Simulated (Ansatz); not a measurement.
Input of an Ansatz 0.2.0 run:

File input.yaml:

```yaml
crystal:
  lattice:
    - [3.653659, 0.0, 0.0]
    - [0.0, 3.653659, 0.0]
    - [0.0, 0.0, 3.653659]
  atoms:
    - { symbol: Pb, position: [0.0, 0.0, 0.0] }
    - { symbol: S, position: [0.5, 0.5, 0.5] }
kpoints:
  mp_grid: { grid: [7, 7, 7] }
scf:
  occupations: { method: fermi_dirac, width: 0.05 }
hamiltonian:
  xc: pbe
  pseudopotentials: { kind: all_electron, datasets: crystal }
output:
  forces: true
  stress: true
  eigenvalues: true
  dos: { projected: false, de: 0.1, e_range: [-10, 8] }
```

Potentials or basis: all-electron PAW datasets made for the crystal.

Command:

```console
$ ansatz run input.yaml --threads 1 --pin off --max-ram 3072MiB --backend cpu --events-out ev --progress --plain --runs-dir out
```

(1) Estimate the pressure.

Results:

(1) 0.0 GPa.

Caveat: the program warned that the printed levels may be off, so bands, gaps and densities of states are rough.
